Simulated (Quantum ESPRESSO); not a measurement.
Br under changes of volume

One of the cells (33.988 Å³/atom); the others are scaled copies at fixed shape and fractional positions:

```xyz
4
Lattice="3.3632 -2.3226 0.0000 3.3632 2.3226 0.0000 0.0000 0.0000 8.7023" Properties=species:S:1:pos:R:3 pbc="T T T"
Br    3.3632    0.6266    3.3948
Br    3.3632    1.6959    7.7459
Br    3.3632   -0.6266    5.3075
Br    3.3632   -1.6959    0.9564
```

```yaml
Program: Quantum ESPRESSO 7.5
Functional: PBEsol
Potentials_or_basis: PseudoDojo 0.4 FR PBEsol standard
Cutoff: 626 eV
Density_cutoff: 2503 eV
k_mesh: 5 × 5 × 2
Occupations: fermi-dirac, width 0.05 eV
Spin: spin-orbit coupling, no magnetisation
```

```csv
volume (Å³/atom),energy over the lowest point (meV/atom),pressure (GPa),gap on the mesh (eV),largest force (eV/Å)
31.949,14.52,2.2,1.92,1.556
32.629,6.85,1.4,1.85,1.280
33.308,2.12,0.8,1.79,1.024
33.988,0.00,0.2,1.73,0.787
34.668,0.22,-0.3,1.67,0.568
35.348,?,?,?,?
36.028,6.63,-1.2,1.56,0.196
```

What does the run at 35.348 Å³/atom give?

Energy over the lowest point 2.50 meV/atom; pressure -0.8 GPa; gap on the mesh 1.61 eV; largest force 0.368 eV/Å.

Worked out: A Birch-Murnaghan fit of order 3 (a polynomial in V^(-2/3)) to the other rows has its minimum at 34.26 Å³/atom with B0 = V·E''(V) = 26 GPa and B' = 4.9 at fixed shape and positions, which overstates the stiffness. It gives 2.50 meV/atom at 35.348 Å³/atom, against the run's 2.50, and -dE/dV = -0.8 GPa, against -0.8. A straight line through the other rows of the gap, of slope -2.98 eV per unit of ln V, gives 1.61 eV, against the run's 1.61.

Energies are extrapolated to zero smearing.

Caveats: an odd mesh through Γ misses points on the zone boundary, where band edges often lie; forces of over 1 eV/Å show positions far from the minimum, so gaps and moduli don't describe the material at rest (some runs).
